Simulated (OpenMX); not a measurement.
## B in OpenMX: the effect of dispersion

The system is B.

```
CELL_PARAMETERS angstrom
1.88524 0.00000 0.00000
0.00000 1.88524 0.00000
0.00000 0.00000 1.88524
ATOMIC_POSITIONS crystal
B 0.50000 0.50000 0.50000
```

The cell was built by a generator and needn't be a form met in nature.

Alike in all runs:

- Program: OpenMX 3.8.5
- Task: single point
- Functional: PBE
- Potentials or basis: OpenMX 2013 PBE set, B7.0-s2p2d1, grid cutoff 300 Ry
- k mesh: 11 × 11 × 11
- Occupations: fermi-dirac, width 0.05 eV
- Spin: no spin polarisation

| dispersion | pressure (GPa) |
| --- | --- |
| none | -0.1 |
| D3 | ? |
| D3(BJ) | -5.5 |
| D4 | -5.4 |

What does the run with dispersion D3 give?

Pressure -2.9 GPa.

Caveats: the basis of atomic orbitals isn't converged, which shifts pressures, moduli and gaps; pairwise dispersion overbinds metals, which lowers pressure and volume (some runs).
